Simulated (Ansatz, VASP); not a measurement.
## LiF (lda): VASP beside Ansatz

```xyz
2
Lattice="0.0000 2.0140 2.0140 2.0140 0.0000 2.0140 2.0140 2.0140 0.0000" Properties=species:S:1:pos:R:3 pbc="T T T"
Li    0.0000    0.0000    0.0000
F     2.0140    2.0140    2.0140
```

Alike in both runs: task relaxation of cell and atoms; functional LDA; k mesh 10 × 10 × 10; occupations gaussian, width 0.02 eV; no spin polarisation.

|  | VASP | Ansatz |
| --- | --- | --- |
| version | VASP 6.6.1 | Ansatz 0.2.0 |
| potentials or method | VASP PAW LDA potentials, release 64 (Li_sv, F) | scalar-relativistic, plane waves, PAW |
| plane-wave cutoff (eV) | 600 | 420 |
| valence electrons in the cell | 10 | 10 |

Ansatz gave:

* gap on the k mesh at the Fermi level, each at its own relaxed structure (eV): 9.70
* relaxed volume (Å³/atom): 7.47
* relaxed cell length with the largest relative difference (Å): 2.764
* energy change over the relaxation (meV/atom): -15

**Question.** What did VASP give for the same quantities?

**Answer.** gap on the k mesh at the Fermi level, each at its own relaxed structure (eV): 9.79; relaxed volume (Å³/atom): 7.40; relaxed cell length with the largest relative difference (Å): 2.755; energy change over the relaxation (meV/atom): -19.

Caveats: the cutoff is under 1.25 times the usual one of these potentials, so pressure, stress and relaxed cells hold a basis-set (Pulay) error (VASP). Zero-point motion and thermal expansion aren't in these numbers. LDA usually gives volumes a few per cent too small.
